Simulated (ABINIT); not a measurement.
# Rh (Fm-3m) in ABINIT: equation of state with r2SCAN

Aim: the equation of state of Rh with r2SCAN.

Everything below comes from runs of ABINIT 10.8.3 (patched build). Logs are shortened: lines on timing, memory, paths and dates and some standing lists are left out, and cuts for length are marked. The log counts tension as positive stress, the text compression.

**The experiment to reproduce.**

“Thermal equation of state of rhodium characterized by XRD in a resistively heated diamond anvil cell”, 2024, pmc:11535440 quotes, for a bulk crystal of Rh: bulk modulus 264 ± 1 GPa.

The runs below are set against these values where they give the same quantity.

### 1 The structure

The structure is cubic, space group Fm-3m (No. 225). Conventional cell: a = 3.796 Å, b = 3.796 Å, c = 3.796 Å, α = 90.00°, β = 90.00°, γ = 90.00°. Rh (site symmetry m-3m) is surrounded by 12 Rh at 2.68 Å.

### 2 Equation of state, r2SCAN

Contents of run.abi:

```
# Datasets: one volume each
ndtset 7
getwfk -1
scalecart1 3*0.9795861087
scalecart2 3*0.9864848297
scalecart3 3*0.9932883884
scalecart4 3*1.0000000000
scalecart5 3*1.0066227096
scalecart6 3*1.0131594038
scalecart7 3*1.0196128224

# Pseudopotentials
pp_dirpath "./"
pseudos "Rh.GGA_PBE-JTH.xml"

# Structure
acell 3*1.0 Angstrom
rprim
     0.0000000000     1.8978500000     1.8978500000
     1.8978500000     0.0000000000     1.8978500000
     1.8978500000     1.8978500000     0.0000000000
ntypat 1
znucl 45
natom 1
typat 1
xred
     0.0000000000     0.0000000000     0.0000000000

# Plane-wave basis
ecut 19.0
pawecutdg 38.0

# k points
kptopt 1
ngkpt 12 12 12
nshiftk 1
shiftk 0.0 0.0 0.0

# Exchange and correlation
ixc -497498
usekden 1
pawxcdev 0

# Bands and occupations
nband 13
occopt 3
tsmear 0.00183747

# SCF cycle
nstep 100
tolvrs 1.0e-7

# Output
iomode 3
prtwf 1
prtden 0
prteig 0
prtebands 0
enunit 1
```

Potentials or basis: JTH PAW PBE v2.0.

Started as:

```console
> abinit run.abi > log 2>&1
```

run.abo:

```text
.Version 10.8.3 of ABINIT
 DATASET    1 : space group Fm -3 m (#225); Bravais cF (face-center cubic)
================================================================================
 Values of the parameters that define the memory need for DATASET  1.
     intxc =       0    ionmov =       0      iscf =      17    lmnmax =      18
     lnmax =       6     mgfft =      20  mpssoang =       3    mqgrid =    3001
     natom =       1  nloc_mem =       2    nspden =       1   nspinor =       1
    nsppol =       1      nsym =      48    n1xccc =       1    ntypat =       1
    occopt =       3   xclevel =       2
       mpw =         360          nfft =        8000          nkpt =          72
 PAW method is used; the additional fine FFT grid is defined by:
   mgfftf=        30    nfftf =     27000
================================================================================
================================================================================
[... 71 lines left out ...]
 DATASET    7 : space group Fm -3 m (#225); Bravais cF (face-center cubic)
================================================================================
 Values of the parameters that define the memory need for DATASET  7.
     intxc =       0    ionmov =       0      iscf =      17    lmnmax =      18
     lnmax =       6     mgfft =      24  mpssoang =       3    mqgrid =    3001
     natom =       1  nloc_mem =       2    nspden =       1   nspinor =       1
    nsppol =       1      nsym =      48    n1xccc =       1    ntypat =       1
    occopt =       3   xclevel =       2
       mpw =         397          nfft =       13824          nkpt =          72
 PAW method is used; the additional fine FFT grid is defined by:
   mgfftf=        30    nfftf =     27000
================================================================================
================================================================================

--------------------------------------------------------------------------------
------------- Echo of variables that govern the present computation ------------
--------------------------------------------------------------------------------
 -outvars: echo values of preprocessed input variables --------
            acell      1.8897261259E+00  1.8897261259E+00  1.8897261259E+00 Bohr
              amu      1.02905500E+02
             ecut      1.90000000E+01 Hartree
           enunit           1
           getwfk          -1
                       outvar_i_n : Printing only first  50 k-points.
              ixc     -497498
           jdtset        1    2    3    4    5    6    7
                       outvar_i_n : Printing only first  50 k-points.
         kptrlatt       12    0    0      0   12    0      0    0   12
          kptrlen1     5.96210490E+01
          kptrlen2     6.00409294E+01
          kptrlen3     6.04550179E+01
          kptrlen4     6.08635101E+01
          kptrlen5     6.12665915E+01
          kptrlen6     6.16644376E+01
          kptrlen7     6.20572153E+01
            natom           1
            nband          13
           ndtset           7
            ngfft1         20      20      20
            ngfft2         20      20      20
            ngfft3         20      20      20
            ngfft4         20      20      20
            ngfft5         24      24      24
            ngfft6         24      24      24
            ngfft7         24      24      24
          ngfftdg          30      30      30
             nkpt          72
            nstep         100
             nsym          48
           ntypat           1
                       prtocc : prtvol=0, do not print more k-points.
           occopt           3
        pawecutdg      3.80000000E+01 Hartree
         pawxcdev           0
           prtden           0
        prtebands           0
           prteig           0
          prtkden           1
            rprim1     0.0000000000E+00  1.8591074964E+00  1.8591074964E+00
                       1.8591074964E+00  0.0000000000E+00  1.8591074964E+00
                       1.8591074964E+00  1.8591074964E+00  0.0000000000E+00
            rprim2     0.0000000000E+00  1.8722002340E+00  1.8722002340E+00
                       1.8722002340E+00  0.0000000000E+00  1.8722002340E+00
                       1.8722002340E+00  1.8722002340E+00  0.0000000000E+00
            rprim3     0.0000000000E+00  1.8851123679E+00  1.8851123679E+00
                       1.8851123679E+00  0.0000000000E+00  1.8851123679E+00
                       1.8851123679E+00  1.8851123679E+00  0.0000000000E+00
            rprim4     0.0000000000E+00  1.8978500000E+00  1.8978500000E+00
                       1.8978500000E+00  0.0000000000E+00  1.8978500000E+00
                       1.8978500000E+00  1.8978500000E+00  0.0000000000E+00
            rprim5     0.0000000000E+00  1.9104189094E+00  1.9104189094E+00
                       1.9104189094E+00  0.0000000000E+00  1.9104189094E+00
                       1.9104189094E+00  1.9104189094E+00  0.0000000000E+00
            rprim6     0.0000000000E+00  1.9228245745E+00  1.9228245745E+00
                       1.9228245745E+00  0.0000000000E+00  1.9228245745E+00
                       1.9228245745E+00  1.9228245745E+00  0.0000000000E+00
            rprim7     0.0000000000E+00  1.9350721950E+00  1.9350721950E+00
                       1.9350721950E+00  0.0000000000E+00  1.9350721950E+00
                       1.9350721950E+00  1.9350721950E+00  0.0000000000E+00
          spgroup         225
           tolvrs      1.00000000E-07
           tsmear      1.83747000E-03 Hartree
            typat      1
          usekden           1
           useylm           1
                       outvars : Printing only first  50 k-points.
            znucl       45.00000

================================================================================

 chkinp: Checking input parameters for consistency, jdtset=   1.

 chkinp: Checking input parameters for consistency, jdtset=   2.
[... 36 lines left out ...]
 getcut: wavevector=  0.0000  0.0000  0.0000  ngfft=  30  30  30
         ecut(hartree)=     38.000   => boxcut(ratio)=   2.17835

--- Pseudopotential description ------------------------------------------------
- pspini: atom type   1  psp file is ./Rh.GGA_PBE-JTH.xml
 Pseudopotential format is: paw10
 basis_size (lnmax)=  6 (lmn_size= 18), orbitals=   0   0   1   1   2   2
 Spheres core radius: rc_sph= 2.21251062
 Shapefunction is SIN type: shapef(r)=[sin(pi*r/rshp)/(pi*r/rshp)]**2
 Radius for shape functions =  2.00372819
 Compensation charge density is not taken into account in XC energy/potential

   3.74318991E+02                                ecore*ucvol(ha*bohr**3)
--------------------------------------------------------------------------------

================================================================================

--- !BeginCycle
iteration_state: {dtset: 1, }
solver: {iscf: 17, nstep: 100, nline: 4, wfoptalg: 10, }
tolerances: {tolvrs: 1.00E-07, }
...
[... 689 lines left out ...]
 getcut: wavevector=  0.0000  0.0000  0.0000  ngfft=  24  24  24
         ecut(hartree)=     19.000   => boxcut(ratio)=   2.39567

 getcut : COMMENT -
  Note that boxcut > 2.2 ; recall that boxcut=Gcut(box)/Gcut(sphere) = 2
  is sufficient for exact treatment of convolution.
  Such a large boxcut is a waste : you could raise ecut
  e.g. ecut=   27.261346 Hartrees makes boxcut=2

 Fine grid specifications (used for densities):

 getcut: wavevector=  0.0000  0.0000  0.0000  ngfft=  30  30  30
         ecut(hartree)=     38.000   => boxcut(ratio)=   2.11984
--------------------------------------------------------------------------------
[... 168 lines left out ...]
 getcut: wavevector=  0.0000  0.0000  0.0000  ngfft=  24  24  24
         ecut(hartree)=     19.000   => boxcut(ratio)=   2.38021

 getcut : COMMENT -
  Note that boxcut > 2.2 ; recall that boxcut=Gcut(box)/Gcut(sphere) = 2
  is sufficient for exact treatment of convolution.
  Such a large boxcut is a waste : you could raise ecut
  e.g. ecut=   26.910712 Hartrees makes boxcut=2

 Fine grid specifications (used for densities):

 getcut: wavevector=  0.0000  0.0000  0.0000  ngfft=  30  30  30
         ecut(hartree)=     38.000   => boxcut(ratio)=   2.10617
--------------------------------------------------------------------------------
[... 168 lines left out ...]
 getcut: wavevector=  0.0000  0.0000  0.0000  ngfft=  24  24  24
         ecut(hartree)=     19.000   => boxcut(ratio)=   2.36515

 getcut : COMMENT -
  Note that boxcut > 2.2 ; recall that boxcut=Gcut(box)/Gcut(sphere) = 2
  is sufficient for exact treatment of convolution.
  Such a large boxcut is a waste : you could raise ecut
  e.g. ecut=   26.571139 Hartrees makes boxcut=2

 Fine grid specifications (used for densities):

 getcut: wavevector=  0.0000  0.0000  0.0000  ngfft=  30  30  30
         ecut(hartree)=     38.000   => boxcut(ratio)=   2.09284
--------------------------------------------------------------------------------
[... 141 lines left out ...]
-Cartesian components of stress tensor (GPa)         [Pressure= -1.3089E+01 GPa]
- sigma(1 1)=  1.30885233E+01  sigma(3 2)=  0.00000000E+00
- sigma(2 2)=  1.30885233E+01  sigma(3 1)=  0.00000000E+00
- sigma(3 3)=  1.30885233E+01  sigma(2 1)=  0.00000000E+00

== END DATASET(S) ==============================================================
================================================================================

 -outvars: echo values of variables after computation  --------
            acell      1.8897261259E+00  1.8897261259E+00  1.8897261259E+00 Bohr
           etotal1    -9.5582117866E+01
           etotal2    -9.5583305704E+01
           etotal3    -9.5584032909E+01
           etotal4    -9.5584349875E+01
           etotal5    -9.5584292017E+01
           etotal6    -9.5583902298E+01
           etotal7    -9.5583222312E+01
            fcart1    -0.0000000000E+00 -0.0000000000E+00 -0.0000000000E+00
            fcart2    -0.0000000000E+00 -0.0000000000E+00 -0.0000000000E+00
            fcart3    -0.0000000000E+00 -0.0000000000E+00 -0.0000000000E+00
            fcart4    -0.0000000000E+00 -0.0000000000E+00 -0.0000000000E+00
            fcart5    -0.0000000000E+00 -0.0000000000E+00 -0.0000000000E+00
            fcart6    -0.0000000000E+00 -0.0000000000E+00 -0.0000000000E+00
            fcart7    -0.0000000000E+00 -0.0000000000E+00 -0.0000000000E+00
            rprim1     0.0000000000E+00  1.8591074964E+00  1.8591074964E+00
                       1.8591074964E+00  0.0000000000E+00  1.8591074964E+00
                       1.8591074964E+00  1.8591074964E+00  0.0000000000E+00
[... 17 lines left out ...]
                       1.9350721950E+00  1.9350721950E+00  0.0000000000E+00
           strten1    -7.7606276560E-04 -7.7606276560E-04 -7.7606276560E-04
                       0.0000000000E+00  0.0000000000E+00  0.0000000000E+00
           strten2    -5.0858499180E-04 -5.0858499180E-04 -5.0858499180E-04
                       0.0000000000E+00  0.0000000000E+00  0.0000000000E+00
           strten3    -2.7527955624E-04 -2.7527955624E-04 -2.7527955624E-04
                       0.0000000000E+00  0.0000000000E+00  0.0000000000E+00
           strten4    -6.2986635664E-05 -6.2986635664E-05 -6.2986635664E-05
                       0.0000000000E+00  0.0000000000E+00  0.0000000000E+00
           strten5     1.2928956919E-04  1.2928956919E-04  1.2928956919E-04
                       0.0000000000E+00  0.0000000000E+00  0.0000000000E+00
           strten6     2.9713587693E-04  2.9713587693E-04  2.9713587693E-04
                       0.0000000000E+00  0.0000000000E+00  0.0000000000E+00
           strten7     4.4486986388E-04  4.4486986388E-04  4.4486986388E-04
                       0.0000000000E+00  0.0000000000E+00  0.0000000000E+00
 Calculation completed.
```

Wall time 6.3 min (1 thread of Arm Neoverse N1, shared host); peak memory 0.14 GiB.

What came out:

- Equilibrium volume: 13.76 Å³/atom
- Bulk modulus: 286 GPa
- Pressure derivative of the bulk modulus: 4.6

Energy against volume, from the lowest point:
```
volume (Å³/atom)  energy (meV/atom)
          12.851              60.74
          13.125              28.41
          13.398               8.63
          13.671               0.00
          13.945               1.57
          14.218              12.18
          14.492              30.68
```

Caveat: pressures at fixed basis lie under the slope of the energies; the PAW data sets were made with another functional, which shifts forces and pressure a little.

### 3 For comparison

An earlier run on the cell as given: functional PBEsol; potentials or basis PseudoDojo NC SR PBEsol v0.4.1 standard; cutoff 1197 eV; k mesh 12 × 12 × 12; occupations fermi-dirac, width 0.05 eV; no spin polarisation.

* Pressure: -3.4 GPa
* Band gap on the k mesh: none (metal or under the smearing width)
* Valence electrons inside the program's atomic spheres: Rh 14.06 (radii [1.0584] Å)

### 4 Against experiment

Step 2. A measured bulk modulus of Rh is 264 GPa (quoted in “Thermal equation of state of rhodium characterized by XRD in a resistively heated diamond anvil cell”, 2024, pmc:11535440); the calculated 286 GPa misses it by +8.2 %. The fit is for a static lattice scaled at fixed shape and fixed fractional positions.
